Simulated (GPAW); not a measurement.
# Mg/Au(110): work function by functional and basis, part 2 of 2

How far do functional and basis move the work function of Mg/Au(110)?

GPAW 26.7.0; GPAW, PAW setups; slab in vacuum, relaxation (the session's first sound run).

So far, upper work function (eV): step 2 (relaxation, PBE, GPAW) 3.21; step 5 (OptPBE vdW: xc = "optPBE-vdW", GPAW, PAW setups, GPAW) 3.40; step 6 (self-consistent run: xc = "LDA") 3.38; step 7 (self-consistent run: xc = "revPBE") 3.12; step 8 (self-consistent run: xc = "RPBE") 3.12.

**9. Real-space grid: mode = "fd"**

A real-space grid is a second complete basis, so it checks the plane-wave result.

The input, run.py:

```python
import json
import numpy as np
from ase import Atoms
from gpaw import GPAW

slab = Atoms(
    ['Au', 'Au', 'Au', 'Au', 'Au', 'Mg'],
    positions=[
        [0.00000, 0.00000, 9.00000],
        [2.04000, 1.44250, 10.44250],
        [0.00000, 0.00000, 11.88500],
        [2.04000, 1.44250, 13.44881],
        [-0.00000, -0.00000, 15.19985],
        [2.04000, 1.44250, 16.28987]],
    cell=[[4.08, 0.0, 0.0], [0.0, 2.885, 0.0], [0.0, 0.0, 25.25894]],
    pbc=[True, True, False])

slab.calc = GPAW(mode='fd', h=0.18, xc='PBE', kpts={'size': (8, 11, 1), 'gamma': True},
                 occupations={'name': 'fermi-dirac', 'width': 0.1}, nbands='200%',
                 convergence={'density': 1e-05}, maxiter=200,
                 poissonsolver={'dipolelayer': 'xy'},
                 symmetry={'tolerance': 1e-3}, txt='slab.txt')
result = {}
energy = slab.get_potential_energy()
fermi = slab.calc.get_fermi_level()
v = slab.calc.get_electrostatic_potential().mean((0, 1)) - fermi
n = slab.calc.get_pseudo_density().mean((0, 1))
L = slab.cell[2, 2]
z = np.arange(len(v)) * L / len(v)
low, high = slab.positions[:, 2].min(), slab.positions[:, 2].max()
below, above = np.interp([low - 6.8, high + 6.8], z, v)
slopes = [np.interp(x, z, np.gradient(v, z)) for x in (low - 6.8, high + 6.8)]
eps = np.array([[slab.calc.get_eigenvalues(k, s) for k in range(len(slab.calc.get_ibz_k_points()))]
                for s in range(slab.calc.get_number_of_spins())]) - fermi
top, bottom = eps[eps < 0].max(), eps[eps > 0].min()
dipole = slab.get_dipole_moment()[2]
print(f'energy {energy:.4f} eV, Fermi level {fermi:.4f} eV, dipole {dipole:.5f} e A')
print(f'potential 6.8 A off the faces, from the Fermi level: lower {below:.4f} eV, upper {above:.4f} eV')
print(f'slope of the potential there: lower {slopes[0]:.5f}, upper {slopes[1]:.5f} eV/A')
print(f'nearest levels on the mesh: {top:.4f} and {bottom:.4f} eV')
print('magnetic moment', round(slab.get_magnetic_moment(), 3))
result.update(energy=energy, fermi=fermi, dipole=dipole, below=below, above=above, slopes=slopes, edges=[top, bottom],
              z=z.tolist(), v=v.tolist(), n=n.tolist(), positions=slab.positions.tolist(),
              forces=slab.get_forces(apply_constraint=False).tolist(), moments=slab.get_magnetic_moments().tolist())
json.dump(result, open('result.json', 'w'))
```

Launch:

```sh
> OMP_NUM_THREADS=1 OPENBLAS_NUM_THREADS=1 python run.py
```

Run time: 33 min. Hardware: 1 thread of Arm Neoverse V2, shared host; peak memory 2.3 GiB.

Numbers from this step:

```
dipole along the normal                    : 0.1163 e·Å
levels nearest the Fermi level on the mesh : -0.02285, 0.02076 eV from the Fermi level
upper work function                        : 3.213 eV
lower work function                        : 5.001 eV
```

The electrostatic potential energy of an electron (without an applied field's), less the Fermi level, planar mean oscillates, so the rows of the table below give means over windows of 1.58 Å about each position, cut where the curve ends. Its maxima inside the range that stand out by 2 % of the span (Å: eV): 3.2: 5.00, 9.7: -5.95, 11.2: -6.26, 12.6: -4.60, 14.3: -2.61. Its minima: 9.0: -12.7, 10.5: -13.5, 11.9: -13.4, 13.4: -13.1, 15.2: -15.0.

Table of electrostatic potential energy of an electron (without an applied field's), less the Fermi level, planar mean by z; means over each step:

z (Å), electrostatic potential energy of an electron (without an applied field's), less the Fermi level, planar mean (eV) and a bar from the least value:
```
     0.79        5.0 ##############################
     2.37        5.0 ##############################
     3.95        5.0 ##############################
     5.53        5.0 ##############################
     7.11        4.6 #############################
     8.69       -6.2 #######
    10.27       -9.5 
    11.85       -9.2 #
    13.43       -8.4 ##
    15.01       -9.6 
    16.59       -4.5 ##########
    18.17        2.6 #########################
    19.75        3.2 ##########################
    21.33        3.2 ##########################
    22.91        3.2 ##########################
    24.49        3.2 ##########################
```

The upper face's work function is 3.213 eV, against 3.212 eV in the first plane-wave PBE run at this geometry.

**10. Atomic orbitals: mode = "lcao"**

Atom-centred orbitals end a few angstrom from the surface, which tests how much the density's tail matters.

run.py: that of step 9 with these lines changed.

```diff
@@ -17,4 +17,4 @@
 
-slab.calc = GPAW(mode='fd', h=0.18, xc='PBE', kpts={'size': (8, 11, 1), 'gamma': True},
-                 occupations={'name': 'fermi-dirac', 'width': 0.1}, nbands='200%',
+slab.calc = GPAW(mode='lcao', basis='dzp', h=0.18, xc='PBE', kpts={'size': (8, 11, 1), 'gamma': True},
+                 occupations={'name': 'fermi-dirac', 'width': 0.1}, nbands='120%',
                  convergence={'density': 1e-05}, maxiter=200,
```

Elapsed: 4.5 min, on 1 thread; peak memory 0.41 GiB.

This step gave:

| Property | Result |
| --- | --- |
| dipole along the normal | 0.07225 e·Å |
| levels nearest the Fermi level on the mesh | -0.006843, 0.01239 eV from the Fermi level |
| upper work function | 3.431 eV |
| lower work function | 4.542 eV |

The upper face's work function is 3.431 eV, against 3.212 eV in the first plane-wave PBE run at this geometry.

**11. The ladder**

Times are for 1 thread of Arm Neoverse V2, shared host. The series side by side:

| no. | run | upper work function (eV) | lower work function (eV) | time | memory (GiB) |
| --- | --- | --- | --- | --- | --- |
| 1 | pw | 3.212 | 5.003 | 5.5 min | 0.4 |
| 2 | vdW DF2 | 3.523 | 5.396 | 12 min | 0.57 |
| 3 | optPBE vdW | 3.396 | 5.184 | 4.5 min | 0.57 |
| 4 | LDA | 3.379 | 5.411 | 6.3 min | 0.4 |
| 5 | revPBE | 3.123 | 4.844 | 7.2 min | 0.4 |
| 6 | RPBE | 3.119 | 4.825 | 4.6 min | 0.4 |
| 7 | fd | 3.213 | 5.001 | 33 min | 2.3 |
| 8 | lcao | 3.431 | 4.542 | 4.5 min | 0.41 |

**12. Side by side**

Results and costs are gathered.

This step: comparison of work functions, dipole and cost (GPAW 26.7.0).

Ladder, by row:

| step | code | work function, upper (eV) | work function, lower (eV) | dipole (e Å) | wall time (s) | peak memory (GiB) | threads |
| --- | --- | --- | --- | --- | --- | --- | --- |
| pw | GPAW | 3.212 | 5.003 | 0.1162 | 330.7 | 0.4 | 1 |
| vdW-DF2 | GPAW | 3.523 | 5.396 | 0.1215 | 718.6 | 0.57 | 1 |
| optPBE-vdW | GPAW | 3.396 | 5.184 | 0.1159 | 268.6 | 0.57 | 1 |
| LDA | GPAW | 3.379 | 5.41 | 0.1318 | 378.6 | 0.4 | 1 |
| revPBE | GPAW | 3.123 | 4.844 | 0.1116 | 429.4 | 0.4 | 1 |
| RPBE | GPAW | 3.119 | 4.825 | 0.1106 | 277.5 | 0.4 | 1 |
| fd | GPAW | 3.213 | 5.001 | 0.1163 | 1978 | 2.33 | 1 |
| lcao | GPAW | 3.431 | 4.542 | 0.07225 | 268.2 | 0.41 | 1 |

**13. A changed run**

One more run, with changed settings.

This step: GPAW, PAW setups; slab in vacuum (GPAW 26.7.0).

run.py: that of step 10 with these lines changed.

```diff
@@ -3,3 +3,3 @@
 from ase import Atoms
-from gpaw import GPAW
+from gpaw import GPAW, PW
 
@@ -17,5 +17,5 @@
 
-slab.calc = GPAW(mode='lcao', basis='dzp', h=0.18, xc='PBE', kpts={'size': (8, 11, 1), 'gamma': True},
-                 occupations={'name': 'fermi-dirac', 'width': 0.1}, nbands='120%',
-                 convergence={'density': 1e-05}, maxiter=200,
+slab.calc = GPAW(mode=PW(400), xc='PBE', kpts={'size': (8, 11, 1), 'gamma': True},
+                 occupations={'name': 'fermi-dirac', 'width': 0.1}, nbands='100%',
+                 convergence={'density': 1e-05}, maxiter=100,
                  poissonsolver={'dipolelayer': 'xy'},
```

The job ended after 9.7 min (1 thread; peak memory 0.31 GiB).

The run stopped without converging, so none of its numbers is a property of the system.

The fault put into the input: too few bands, under a cap of 100 iterations, which ended the run (nbands = "100 % of the filled bands").

**14. Outcome**

* work function, upper and lower face: 3.212 and 5.003 eV
* dipole along the normal: 0.116 e Å

With plane waves and PBE the work function is 3.21 eV on the upper face and 5.00 eV on the lower. The two faces differ by 1.8 eV, the step that the slab's dipole makes (e p/(ε0 A) gives 1.8 eV), so the dipole layer is needed. Over the sound runs of the table the upper face's work function spans 3.119 (RPBE) to 3.523 eV (vdW-DF2). Atomic orbitals miss the plane-wave value by 0.22 eV, since they describe the tail of the density in the vacuum poorly. The cell of 11.8 Å² holds one Mg, started on one chosen site; other sites and coverages weren't tried. The in-plane lattice was kept as typed, which isn't the functional's own and leaves some strain; spin-orbit coupling and temperature are left out.

[Logs are printed without paths, hosts, clocks, repeated set-up lines and the standing remarks that a program may print on its own settings, such as how far it seeks lower states.]

[Hosts, paths, dates, database ids (printed as entryN), source tags and the programs' standing remarks are cut or masked in the printed files.]
